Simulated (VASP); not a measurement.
# Sr (Im-3m) in VASP: convergence with SIGMA

Aim: find how far SIGMA must go before the results for Sr settle, at r2SCAN. This setting moves, with any that are tied to it; all else stays.

All numbers are computed with VASP 6.6.1; they aren't measurements. Logs are shortened: lines on timing, memory, paths and dates and some standing lists are left out, and cuts for length are marked.

## (1) The crystal as given

The structure is cubic, space group Im-3m (No. 229). Conventional cell: a = 4.870 Å, b = 4.870 Å, c = 4.870 Å, α = 90.00°, β = 90.00°, γ = 90.00°. Sr (site symmetry m-3m) is surrounded by 8 Sr at 4.22 Å.

This isn't the form of Sr at room conditions, which is fcc.

## (2) With SIGMA 0.3 eV

Input file INCAR:

```
ALGO = Normal ; EDIFF = 1E-6
ENCUT = 520 ; ISIF = 2
ISMEAR = -1 ; LASPH = True
LCHARG = False ; LMIXTAU = True
LREAL = False ; LWAVE = False
METAGGA = R2SCAN ; NELM = 80
PREC = Accurate ; SIGMA = 0.3
```

Input file KPOINTS:

```
k-points
0
Gamma
  8 8 8
```

Input file POSCAR:

```
Sr
1.0
   -2.4350000000      2.4350000000      2.4350000000
    2.4350000000     -2.4350000000      2.4350000000
    2.4350000000      2.4350000000     -2.4350000000
Sr
1
Direct
    0.0000000000      0.0000000000      0.0000000000
```

Potentials or basis: VASP PAW PBE potentials, release 64 (Sr_sv).

Started as:

```sh
> cat potpaw_PBE.64/Sr_sv/POTCAR > POTCAR
> mpirun -np 1 vasp_std > vasp.out
```

It took 58 s on 1 thread of AMD EPYC 9R45 (Zen 5), shared host; peak memory 0.15 GiB.

Results:

```
Free energy            : -15.2863 eV
Pressure               : -0.2 GPa
Band gap on the k mesh : none (metal or under the smearing width)
```

## (3) With SIGMA 0.2 eV

INCAR: that of step 2 with these lines changed.

```diff
@@ -6,2 +6,2 @@
 METAGGA = R2SCAN ; NELM = 80
-PREC = Accurate ; SIGMA = 0.3
+PREC = Accurate ; SIGMA = 0.2
```

KPOINTS is that of step 2.

POSCAR is that of step 2.

Potentials or basis: VASP PAW PBE potentials, release 64 (Sr_sv).

Started as:

```sh
> cat potpaw_PBE.64/Sr_sv/POTCAR > POTCAR
> mpirun -np 1 vasp_std > vasp.out
```

It took 68 s on 1 thread of AMD EPYC 9R45 (Zen 5), shared host; peak memory 0.15 GiB.

Results:

```
Free energy            : -15.1791 eV
Pressure               : -0.2 GPa
Band gap on the k mesh : none (metal or under the smearing width)
```

## (4) With SIGMA 0.15 eV

INCAR: that of step 3 with these lines changed.

```diff
@@ -6,2 +6,2 @@
 METAGGA = R2SCAN ; NELM = 80
-PREC = Accurate ; SIGMA = 0.2
+PREC = Accurate ; SIGMA = 0.15
```

KPOINTS is that of step 3.

POSCAR is that of step 3.

Started as:

```sh
> cat potpaw_PBE.64/Sr_sv/POTCAR > POTCAR
> mpirun -np 1 vasp_std > vasp.out
```

Run time: 60 s. Hardware: 1 thread of AMD EPYC 9R45 (Zen 5), shared host; peak memory 0.15 GiB.

Results:

* Free energy: -15.1397 eV
* Pressure: -0.2 GPa
* Band gap on the k mesh: none (metal or under the smearing width)

## (5) With SIGMA 0.1 eV

INCAR: that of step 4 with these lines changed.

```diff
@@ -6,2 +6,2 @@
 METAGGA = R2SCAN ; NELM = 80
-PREC = Accurate ; SIGMA = 0.15
+PREC = Accurate ; SIGMA = 0.1
```

KPOINTS is that of step 4.

POSCAR is that of step 4.

Started as:

```sh
> cat potpaw_PBE.64/Sr_sv/POTCAR > POTCAR
> mpirun -np 1 vasp_std > vasp.out
```

It took 78 s on 1 thread of AMD EPYC 9R45 (Zen 5), shared host; peak memory 0.15 GiB.

Results:

```yaml
Free_energy: -15.1103 eV
Pressure: -0.3 GPa
Band_gap_on_the_k_mesh: none (metal or under the smearing width)
```

## (6) With SIGMA 0.05 eV

INCAR: that of step 5 with these lines changed.

```diff
@@ -6,2 +6,2 @@
 METAGGA = R2SCAN ; NELM = 80
-PREC = Accurate ; SIGMA = 0.1
+PREC = Accurate ; SIGMA = 0.05
```

KPOINTS is that of step 5.

POSCAR is that of step 5.

Potentials or basis: VASP PAW PBE potentials, release 64 (Sr_sv).

Started as:

```sh
> cat potpaw_PBE.64/Sr_sv/POTCAR > POTCAR
> mpirun -np 1 vasp_std > vasp.out
```

Run time: 73 s. Hardware: 1 thread of AMD EPYC 9R45 (Zen 5), shared host; peak memory 0.15 GiB.

Results:

* Free energy: -15.0923 eV
* Pressure: -0.3 GPa
* Band gap on the k mesh: none (metal or under the smearing width)

## (7) With SIGMA 0.02 eV

INCAR: that of step 6 with these lines changed.

```diff
@@ -6,2 +6,2 @@
 METAGGA = R2SCAN ; NELM = 80
-PREC = Accurate ; SIGMA = 0.05
+PREC = Accurate ; SIGMA = 0.02
```

KPOINTS is that of step 6.

POSCAR is that of step 6.

Started as:

```sh
> cat potpaw_PBE.64/Sr_sv/POTCAR > POTCAR
> mpirun -np 1 vasp_std > vasp.out
```

It took 61 s on 1 thread of AMD EPYC 9R45 (Zen 5), shared host; peak memory 0.15 GiB.

Results:

```yaml
Free_energy: -15.0873 eV
Pressure: -0.5 GPa
Band_gap_on_the_k_mesh: none (metal or under the smearing width)
```

## (8) With SIGMA 0.01 eV

INCAR: that of step 7 with these lines changed.

```diff
@@ -6,2 +6,2 @@
 METAGGA = R2SCAN ; NELM = 80
-PREC = Accurate ; SIGMA = 0.02
+PREC = Accurate ; SIGMA = 0.01
```

KPOINTS is that of step 7.

POSCAR is that of step 7.

Potentials or basis: VASP PAW PBE potentials, release 64 (Sr_sv).

Started as:

```sh
> cat potpaw_PBE.64/Sr_sv/POTCAR > POTCAR
> mpirun -np 1 vasp_std > vasp.out
```

OUTCAR:

```text
EDIFF = 1E-6
   ENCUT = 520
   ISIF = 2
   ISMEAR = -1
   LASPH = True
   LREAL = False
   METAGGA = R2SCAN
   NELM = 80
   PREC = Accurate

 ion  position               nearest neighbor table
   1  0.000  0.000  0.000-

  LATTYP: Found a body centered cubic cell.
 ALAT       =     4.8700000000

  Lattice vectors:

 A1 = (  -2.4350000000,   2.4350000000,   2.4350000000)
 A2 = (   2.4350000000,  -2.4350000000,   2.4350000000)
 A3 = (   2.4350000000,   2.4350000000,  -2.4350000000)

Analysis of symmetry for initial positions (statically):
=====================================================================
 Subroutine PRICEL returns:
 Original cell was already a primitive cell.

 Routine SETGRP: Setting up the symmetry group for a
 body centered cubic supercell.

 Subroutine GETGRP returns: Found 48 space group operations
 (whereof 48 operations were pure point group operations)
 out of a pool of 48 trial point group operations.

The static configuration has the point symmetry O_h .

Analysis of symmetry for dynamics (positions and initial velocities):
=====================================================================
 Subroutine PRICEL returns:
 Original cell was already a primitive cell.

 Routine SETGRP: Setting up the symmetry group for a
 body centered cubic supercell.

 Subroutine GETGRP returns: Found 48 space group operations
 (whereof 48 operations were pure point group operations)
 out of a pool of 48 trial point group operations.

The dynamic configuration has the point symmetry O_h .

 Subroutine INISYM returns: Found 48 space group operations
 (whereof 48 operations are pure point group operations),
 and found     1 'primitive' translations

----------------------------------------------------------------------------------------

                                     Primitive cell

  volume of cell :      57.7507

  direct lattice vectors                    reciprocal lattice vectors
    -2.435000000  2.435000000  2.435000000     0.000000000  0.205338809  0.205338809
     2.435000000 -2.435000000  2.435000000     0.205338809  0.000000000  0.205338809
     2.435000000  2.435000000 -2.435000000     0.205338809  0.205338809  0.000000000

  length of vectors
     4.217543716  4.217543716  4.217543716     0.290392929  0.290392929  0.290392929

  position of ions in fractional coordinates (direct lattice)
     0.000000000  0.000000000  0.000000000

  ion indices of the primitive-cell ions
   primitive index   ion index
                 1           1

[... 62 lines left out ...]
   PREC   = accura    normal or accurate (medium, high low for compatibility)
   ISTART =      0    job   : 0-new  1-cont  2-samecut
   ICHARG =      2    charge: 1-file 2-atom 10-const
   ISPIN  =      1    spin polarized calculation?
   LNONCOLLINEAR =      F non collinear calculations
   LSORBIT =      F    spin-orbit coupling
   LASPH  =      T    aspherical Exc in radial PAW
   ENCUT  =  520.0 eV  38.22 Ry    6.18 a.u.   7.84  7.84  7.84*2*pi/ulx,y,z
   NELM   =     80;   NELMIN=  2; NELMDL= -5     # of ELM steps
   EDIFF  = 0.1E-05   stopping-criterion for ELM
   LREAL  =      F    real-space projection
   EDIFFG = 0.1E-04   stopping-criterion for IOM
   NSW    =      0    number of steps for IOM
   IBRION =     -1    ionic relax: 0-MD 1-quasi-New 2-CG
   NFREE  =      0    steps in history (QN), initial steepest desc. (CG)
   ISIF   =      2    stress and relaxation
   ISYM   =      2    0-nonsym 1-usesym 2-fastsym
   POTIM  = 0.5000    time-step for ionic-motion
   TEBEG  =    0.0;   TEEND  =   0.0 temperature during run
   PSTRESS=    0.0 pullay stress
   NELECT =      10.0000    total number of electrons
   NUPDOWN=      -1.0000    fix difference up-down
   EMIN   =  10.00;   EMAX   =-10.00  energy-range for DOS
   EFERMI =   0.00;   METHOD = LEGACY
   ISMEAR =    -1;   SIGMA  =   0.01  broadening in eV -4-tet -1-fermi 0-gaus
   EFERMI_NEDOS =   21; number of points for ismear=-14 and -15
   IALGO  =     38    algorithm
   IMIX   =      4    mixing-type and parameters
     AMIX     =   0.40;   BMIX     =  1.00
     AMIX_MAG =   1.60;   BMIX_MAG =  1.00
  volume/ion in A,a.u.               =      57.75       389.72
  Fermi-wavevector in a.u.,A,eV,Ry     =   0.912478  1.724334 11.328437  0.832617
  Thomas-Fermi vector in A             =   2.036879
   LORBIT       =      0    0 simple, 1 ext, 2 COOP (PROOUT), +10 PAW based schemes
   METAGGA = R2SCAN    functional components
   LHFCALC =     F    Hartree Fock is set to
   AEXX    =    0.0000 exact exchange contribution
   IVDW    =     0    specifies the selected vdW correction
   LEPSILON=     F    determine dielectric tensor
   LRPA    =     F    only Hartree local field effects (RPA)
 non-spin polarized calculation
  energy-cutoff  :      520.00
  volume of cell :       57.75
 maximum number of plane-waves:      1568
   NGX = 15   NGY = 15   NGZ = 15

 number of electron      10.0000000 magnetization

 Free energy of the ion-electron system (eV)
  ---------------------------------------------------
  ext. energy  EPLUGINS =         0.00000000
  ---------------------------------------------------
  free energy    TOTEN  =       -15.08663265 eV

  energy without entropy =      -15.08623037  energy(sigma->0) =      -15.08643151

 E-fermi :   1.4512     XC(G=0):  -7.6309

 val. band max:        1.4397183412   @ k =   0.5000   0.5000   0.2500
 cond. band min:       1.4887299007   @ k =   0.5000   0.5000   0.1250
 fundamental gap:      0.0490115595
 Fermi energy:         1.4511921739

 k-point     1 :       0.0000    0.0000    0.0000
  band No.  band energies     occupation
      1     -36.6677      2.00000
      2     -17.9342      2.00000
      3     -17.9342      2.00000
      4     -17.9342      2.00000
      5      -2.3081      2.00000
      6       4.1337      0.00000
      7       4.1337      0.00000
      8       4.1337      0.00000
      9       5.4351      0.00000
[... 265 lines left out ...]
 k-point    24 :      -0.3750    0.3750    0.2500
  band No.  band energies     occupation
      1     -36.6513      2.00000
      2     -18.0628      2.00000
      3     -18.0154      2.00000
      4     -17.9983      2.00000
      5       0.5057      2.00000
      6       2.1163      0.00000
      7       3.7789      0.00000
      8       3.9158      0.00000
      9       5.2475      0.00000

 [... further k-points ...]
[... 5 lines left out ...]
  --------------------------------------------------------------------------------------
  -------------------------------------------------------------------------------------
  Total       -0.1705018     -0.1705018     -0.1705018     -0.0000000      0.0000000     -0.0000000
  in kB       -4.7302352     -4.7302352     -4.7302352     -0.0000000      0.0000000     -0.0000000
  external PRESSURE =      -4.7302352 kB  Pullay stress =       0.0000000 kB

 VOLUME and BASIS-vectors are now :
 -----------------------------------------------------------------------------
  energy-cutoff  :      520.00
  volume of cell :       57.75
      direct lattice vectors                 reciprocal lattice vectors
    -2.435000000  2.435000000  2.435000000     0.000000000  0.205338809  0.205338809
     2.435000000 -2.435000000  2.435000000     0.205338809  0.000000000  0.205338809
     2.435000000  2.435000000 -2.435000000     0.205338809  0.205338809  0.000000000

 POSITION                                       TOTAL-FORCE (eV/Angst)
 -----------------------------------------------------------------------------------
      0.00000      0.00000      0.00000        -0.000000      0.000000     -0.000000
 -----------------------------------------------------------------------------------
    total drift:                                0.000000     -0.000000     -0.000000

  FREE ENERGIE OF THE ION-ELECTRON SYSTEM (eV)
  ---------------------------------------------------
  free  energy   TOTEN  =       -15.0866326508 eV

  energy  without entropy=      -15.0862303665  energy(sigma->0) =      -15.08643151
```

stdout:

```text
POSCAR found type information on POSCAR Sr
 POSCAR found :  1 types and       1 ions
 scaLAPACK will be used
 -----------------------------------------------------------------------------
|                                                                             |
|                                                                             |
|     You enforced a specific xc type in the INCAR file but a different       |
|     I HOPE YOU KNOW WHAT YOU ARE DOING!                                     |
|                                                                             |
 -----------------------------------------------------------------------------

 LDA part: xc-table for (None), standard interpolation
 POSCAR, INCAR and KPOINTS ok, starting setup
 FFT: planning ... GRIDC
 FFT: planning ... GRID_SOFT
 FFT: planning ... GRID
 WAVECAR not read
 entering main loop
```

Run time: 70 s. Hardware: 1 thread of AMD EPYC 9R45 (Zen 5), shared host; peak memory 0.15 GiB.

What came out:

* Free energy: -15.0866 eV
* Pressure: -0.5 GPa
* Band gap on the k mesh: none (metal or under the smearing width)

## (9) The series at a glance

```csv
SIGMA,"energy less the tightest run, at zero smearing (meV/atom)",pressure (GPa),SCF cycles,CPU time (s),peak memory (GiB)
0.3 eV,-11.70,-0.19,25,57,0.15
0.2 eV,-4.17,-0.20,28,67,0.15
0.15 eV,-1.40,-0.23,26,59,0.15
0.1 eV,0.09,-0.29,29,77,0.15
0.05 eV,0.09,-0.33,27,72,0.15
0.02 eV,0.07,-0.47,22,60,0.15
0.01 eV,0.00,-0.47,26,69,0.15
```

Against the tightest run, the energy stays within 1 meV/atom from 0.1 eV on; the pressure stays within 0.1 GPa from 0.02 eV on. Narrower smearing needs a denser k mesh, so at a fixed mesh the narrowest width isn't the most accurate. The tightest run that finished is the yardstick and may itself not be fully converged.

Caveats: the PAW data sets were made with another functional, which shifts forces and pressure a little.
